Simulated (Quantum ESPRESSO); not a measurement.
# CdTe in Quantum ESPRESSO: the effect of functional

The system is CdTe.

```
Te Cd
1.0
     0.00000    3.20500    3.20500
     3.20500    0.00000    3.20500
     3.20500    3.20500    0.00000
Te Cd
1 1
Direct
  0.75000 0.75000 0.75000
  0.00000 0.00000 0.00000
```

Alike in all runs:

| Quantity | Value |
| --- | --- |
| Program | Quantum ESPRESSO 7.5 |
| Task | dielectric tensor |
| Cutoff | 612 eV |
| Density cutoff | 4898 eV |
| k mesh | 6 × 6 × 6, shifted |
| Occupations | fermi-dirac, width 0.05 eV |
| Spin | no spin polarisation |

```csv
functional,potentials or basis,pressure (GPa),dielectric constant (mean)
LDA,GBRV 1.5 LDA,0.3,9.29
PBEsol,GBRV 1.5 PBEsol,2.0,8.91
WC,GBRV 1.5 PBE,2.1,8.98
BLYP,GBRV 1.5 PBE,7.3,8.66
AM05,GBRV 1.5 PBE,?,?
```

Task: What does the run with functional AM05 give?

Result: Pressure 2.6 GPa; dielectric constant 8.66 mean.

Caveats: the potentials were made for another functional, which shifts forces and pressure (some runs); the cell is more than 3 GPa from zero pressure, which shifts response properties (some runs).

Runs at the PBE level aren't shown here.
